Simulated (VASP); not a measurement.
# SnO (Romarchite) (P4/nmm) in VASP: a series of runs, part 3 of 4

VASP 6.6.1. The steps go on from the part before.

### 4 Phonons, r2SCAN

This run uses another cell than the first one, of 17.81 Å³/atom, 1.024 times its volume.

Input file POSCAR:

```
SnO
1.0
    3.8125868811      0.0000000000      0.0000000000
    0.0000000000      3.8125868811      0.0000000000
    0.0000000000      0.0000000000      4.9000254146
  Sn              O
     2     2
Direct
     0.5000000000000000    0.0000000000000000    0.2350104960808679
     0.0000000000000000    0.5000000000000000    0.7649895039191321
     0.0000000000000000    0.0000000000000000    0.0000000000000000
     0.5000000000000000    0.5000000000000000    0.0000000000000000
```

Input file INCAR.step1:

```
PREC = Accurate
ENCUT = 600
EDIFF = 1E-8
ISMEAR = 0
SIGMA = 0.03
LREAL = F
LASPH = T
NELM = 80
ALGO = Normal
ISIF = 3
LWAVE = F
LCHARG = F
METAGGA = R2SCAN
LMIXTAU = T
KPAR = 2
IBRION = 2
NSW = 40
EDIFFG = -0.002
```

Input file INCAR.step2:

```
PREC = Accurate
ENCUT = 600
EDIFF = 1E-8
ISMEAR = 0
SIGMA = 0.03
LREAL = F
LASPH = T
NELM = 80
ALGO = Normal
ISIF = 2
LWAVE = F
LCHARG = F
METAGGA = R2SCAN
LMIXTAU = T
KPAR = 2
IBRION = 6
NFREE = 2
POTIM = 0.015
NSW = 1
```

Input file KPOINTS:

```
regular mesh
0
Gamma
  8 8 6
```

Potentials or basis: VASP PAW PBE potentials, release 64 (Sn_d, O).

Run with:

```console
cat potpaw_PBE.64/Sn_d/POTCAR potpaw_PBE.64/O/POTCAR > POTCAR
cp INCAR.step1 INCAR
mpirun -np 2 vasp_std > vasp.out
cp CONTCAR POSCAR
cp INCAR.step2 INCAR
mpirun -np 2 vasp_std > vasp.out
```

OUTCAR:

```text
PREC = Accurate
   ENCUT = 600
   EDIFF = 1E-8
   ISMEAR = 0
   LREAL = F
   LASPH = T
   NELM = 80
   ISIF = 2
   METAGGA = R2SCAN
   IBRION = 6
   NFREE = 2
   POTIM = 0.015
   NSW = 1

 ion  position               nearest neighbor table
   1  0.500  0.000  0.235-   3 2.23   4 2.23   4 2.23   3 2.23   2 3.55   2 3.55   2 3.55   2 3.55
                             2 3.74   2 3.74   2 3.74   2 3.74
   2  0.000  0.500  0.765-   3 2.23   4 2.23   3 2.23   4 2.23   1 3.55   1 3.55   1 3.55   1 3.55
                             1 3.74   1 3.74   1 3.74   1 3.74
   3  0.000  0.000  0.000-   1 2.23   2 2.23   2 2.23   1 2.23
   4  0.500  0.500  0.000-   1 2.23   2 2.23   1 2.23   2 2.23

  LATTYP: Found a simple tetragonal cell.
 ALAT       =     3.8125868811
 C/A-ratio  =     1.2852232795

  Lattice vectors:

 A1 = (   3.8125868811,   0.0000000000,   0.0000000000)
 A2 = (   0.0000000000,   3.8125868811,   0.0000000000)
 A3 = (   0.0000000000,   0.0000000000,   4.9000254146)

Analysis of symmetry for initial positions (statically):
=====================================================================
 Subroutine PRICEL returns:
 Original cell was already a primitive cell.

 Routine SETGRP: Setting up the symmetry group for a
 simple tetragonal supercell.

 Subroutine GETGRP returns: Found 16 space group operations
 (whereof  8 operations were pure point group operations)
 out of a pool of 16 trial point group operations.

The static configuration has the point symmetry D_2d.
 The point group associated with its full space group is D_4h.

Analysis of symmetry for dynamics (positions and initial velocities):
=====================================================================
 Subroutine PRICEL returns:
 Original cell was already a primitive cell.

 Routine SETGRP: Setting up the symmetry group for a
 simple tetragonal supercell.

 Subroutine GETGRP returns: Found 16 space group operations
 (whereof  8 operations were pure point group operations)
 out of a pool of 16 trial point group operations.

The dynamic configuration has the point symmetry D_2d.
 The point group associated with its full space group is D_4h.

 Subroutine INISYM returns: Found 16 space group operations
 (whereof  8 operations are pure point group operations),
 and found     1 'primitive' translations

----------------------------------------------------------------------------------------

                                     Primitive cell

  volume of cell :      71.2259

  direct lattice vectors                    reciprocal lattice vectors
     3.812586881  0.000000000  0.000000000     0.262289105  0.000000000  0.000000000
     0.000000000  3.812586881  0.000000000     0.000000000  0.262289105  0.000000000
     0.000000000  0.000000000  4.900025415     0.000000000  0.000000000  0.204080574

  length of vectors
     3.812586881  3.812586881  4.900025415     0.262289105  0.262289105  0.204080574

  position of ions in fractional coordinates (direct lattice)
[... 120 lines left out ...]
   NGX = 15   NGY = 15   NGZ = 19

--------------------------------------- Ionic step        1  -------------------------------------------

 number of electron      40.0000021 magnetization

 Free energy of the ion-electron system (eV)
  ---------------------------------------------------
  ext. energy  EPLUGINS =         0.00000000
  ---------------------------------------------------
  free energy    TOTEN  =       -66.91330903 eV

  energy without entropy =      -66.91330903  energy(sigma->0) =      -66.91330903

------------------------ aborting loop because EDIFF is reached ----------------------------------------

  FORCE on cell =-STRESS in cart. coord.  units (eV):
  Direction    XX          YY          ZZ          XY          YZ          ZX
  --------------------------------------------------------------------------------------
  -------------------------------------------------------------------------------------
  Total        0.0012504      0.0012504      0.0003146      0.0000000      0.0000000      0.0000000
  in kB        0.0281273      0.0281273      0.0070760      0.0000000      0.0000000      0.0000000
  external PRESSURE =       0.0211102 kB  Pullay stress =       0.0000000 kB
[... 291 lines left out ...]
--------------------------------------- Ionic step        9  -------------------------------------------

 number of electron      40.0000022 magnetization

 Free energy of the ion-electron system (eV)
  ---------------------------------------------------
  ext. energy  EPLUGINS =         0.00000000
  ---------------------------------------------------
  free energy    TOTEN  =       -66.91246634 eV

  energy without entropy =      -66.91246634  energy(sigma->0) =      -66.91246634

 E-fermi :   7.0752     XC(G=0): -10.8330

 val. band max:        6.9513149265   @ k =   0.0000   0.0000   0.0000
 cond. band min:       7.2459902476   @ k =   0.5000   0.5000   0.0000
 fundamental gap:      0.2946753211
 Fermi energy:         7.0752468422

 k-point     1 :       0.0000    0.0000    0.0000
  band No.  band energies     occupation
      1     -15.9664      2.00000
      2     -15.4213      2.00000
      3     -15.4070      2.00000
      4     -15.4063      2.00000
      5     -15.3635      2.00000
      6     -15.3399      2.00000
[... 637 lines left out ...]
     23      12.3151      0.00000
     24      12.3541      0.00000

 [... further k-points ...]

------------------------ aborting loop because EDIFF is reached ----------------------------------------

  FORCE on cell =-STRESS in cart. coord.  units (eV):
  Direction    XX          YY          ZZ          XY          YZ          ZX
  --------------------------------------------------------------------------------------
  -------------------------------------------------------------------------------------
  Total       -0.0953356      0.1012410      0.0004853      0.0000000      0.0000000      0.0000000
  in kB       -2.1445099      2.2773472      0.0109160      0.0000000      0.0000000      0.0000000
  external PRESSURE =       0.0479178 kB  Pullay stress =       0.0000000 kB
[... 19 lines left out ...]
  FREE ENERGIE OF THE ION-ELECTRON SYSTEM (eV)
  ---------------------------------------------------
  free  energy   TOTEN  =       -66.9124663444 eV

  energy  without entropy=      -66.9124663444  energy(sigma->0) =      -66.91246634

 INTERNAL STRAIN TENSORS FROM DISPLACED ATOMS
 ============================================

 INTERNAL STRAIN TENSOR FOR ION    1 for displacements in x,y,z  (eV/Angst):
          X           Y           Z          XY          YZ          ZX
  --------------------------------------------------------------------------------
  x     0.00000     0.00000     0.00000     0.00000     0.00000    -5.73699
  y     0.00000     0.00000     0.00000     0.00000    -5.73726     0.00000
  z   -11.57684   -11.57684   -19.90831     0.00000     0.00000     0.00000

 INTERNAL STRAIN TENSOR FOR ION    4 for displacements in x,y,z  (eV/Angst):
          X           Y           Z          XY          YZ          ZX
  --------------------------------------------------------------------------------
  x     0.00000     0.00000     0.00000     0.00000     0.00000    -3.17948
  y     0.00000     0.00000     0.00000     0.00000     3.17977     0.00000
  z    -6.55216     6.55216     0.00000     0.00000     0.00000     0.00000

 Eigenvectors and eigenvalues of the dynamical matrix
 ----------------------------------------------------

   1 f  =   14.066702 THz    88.383692 2PiTHz  469.214657 cm-1    58.175177 meV
             X         Y         Z           dx          dy          dz
      1.906293  0.000000  1.151557     0.025448   -0.010241    0.000000
      0.000000  1.906293  3.748468    -0.025448    0.010241    0.000000
      0.000000  0.000000  0.000000    -0.655483   -0.263799   -0.000000
      1.906293  1.906293  0.000000     0.655483    0.263799    0.000000
[... 71 lines left out ...]
  12 f/i=    0.019905 THz     0.125067 2PiTHz    0.663960 cm-1     0.082321 meV
             X         Y         Z           dx          dy          dz
      1.906293  0.000000  1.151557     0.000000   -0.000000    0.663366
      0.000000  1.906293  3.748468     0.000000   -0.000000    0.663366
      0.000000  0.000000  0.000000     0.000000   -0.000000    0.244839
      1.906293  1.906293  0.000000     0.000000   -0.000000    0.244839

 ELASTIC MODULI CONTR FROM IONIC RELAXATION (kBar)
 Direction    XX          YY          ZZ          XY          YZ          ZX
 --------------------------------------------------------------------------------
 XX        -561.4237    -32.8947   -511.0148      0.0000      0.0000      0.0000
 YY         -32.8947   -561.4237   -511.0148      0.0000      0.0000      0.0000
 ZZ        -511.0148   -511.0148   -878.7750      0.0000      0.0000      0.0000
 XY           0.0000      0.0000      0.0000      0.0000      0.0000      0.0000
 YZ           0.0000      0.0000      0.0000      0.0000   -264.1280     -0.0000
 ZX           0.0000      0.0000      0.0000      0.0000     -0.0000   -264.1018
 --------------------------------------------------------------------------------
```

Run time: 35 min. Hardware: 2 MPI ranks of AMD EPYC 9R14 (Zen 4), shared host; peak memory 0.5 GiB.

What came out:

| Item | Value |
| --- | --- |
| Highest phonon frequency at Γ, LO-TO splitting left out | 469 cm⁻¹ |

Phonon frequencies in cm⁻¹ (negative: imaginary):
```tsv
q point	frequencies
(0.000, 0.000, 0.000)	-1 0 0 115 115 216 264 264 352 385 469 469
```

Caveat: the PAW data sets were made with another functional, which shifts forces and pressure a little.

[end of part 3 of 4]
